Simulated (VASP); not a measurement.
## AlP: relaxation of cell and atoms with PBE

The system is AlP.

```xyz
2
Lattice="0.0000 2.7556 2.7556 2.7556 0.0000 2.7556 2.7556 2.7556 0.0000" Properties=species:S:1:pos:R:3 pbc="T T T"
Al    0.0000    0.0000    0.0000
P     1.3778    1.3778    1.3778
```

* Program: VASP 6.6.1
* Task: relaxation of cell and atoms
* Functional: PBE
* Potentials or basis: VASP PAW PBE potentials, release 64 (Al, P)
* Cutoff: 300 eV
* k mesh: 4 × 4 × 4
* Occupations: gaussian, width 0.03 eV
* Spin: no spin polarisation
* Further INCAR settings: ALGO = Normal; EDIFF = 1e-07; IBRION = 2; EDIFFG = -0.005; NSW = 90; ISIF = 3

The pressure after relaxing is 0.0 GPa and the band gap on the k mesh is 1.61 eV, indirect (least direct gap 3.06 eV).

Final structure:
```xyz
2
Lattice="0.0000 2.7556 2.7556 2.7556 0.0000 2.7556 2.7556 2.7556 0.0000" Properties=species:S:1:pos:R:3 pbc="T T T"
Al    0.0000    0.0000    0.0000
P     1.3778    1.3778    1.3778
```

Levels at points of the mesh, in eV from the valence-band top:
| k point | band 1 | band 2 | band 3 | band 4 | band 5 | band 6 | band 7 | band 8 |
| --- | --- | --- | --- | --- | --- | --- | --- | --- |
| (0.00, 0.00, 0.00) | -11.35 | 0.00 | 0.00 | 0.00 | 3.06 | 4.50 | 4.50 | 4.50 |
| (0.50, 0.00, 0.00) | -9.73 | -5.42 | -0.75 | -0.75 | 2.70 | 4.79 | 4.79 | 8.18 |
| (0.50, 0.50, 0.00) | -9.10 | -5.23 | -2.05 | -2.05 | 1.61 | 2.46 | 10.82 | 10.82 |

Run time: 5.2 s on 1 thread of Intel(R) Xeon(R) Platinum 8259CL CPU @ 2.50GHz (Skylake/Cascade Lake), with other jobs on the host, peak memory 0.12 GiB.

Caveat: the k mesh is coarse (spacing up to 0.49 Å⁻¹), so the values aren't converged; the cutoff is under 1.25 times the usual one of these potentials, so pressure, stress and relaxed cells hold a basis-set (Pulay) error; the relaxation stopped at its first step, so nothing moved. A k mesh can miss the band edges.
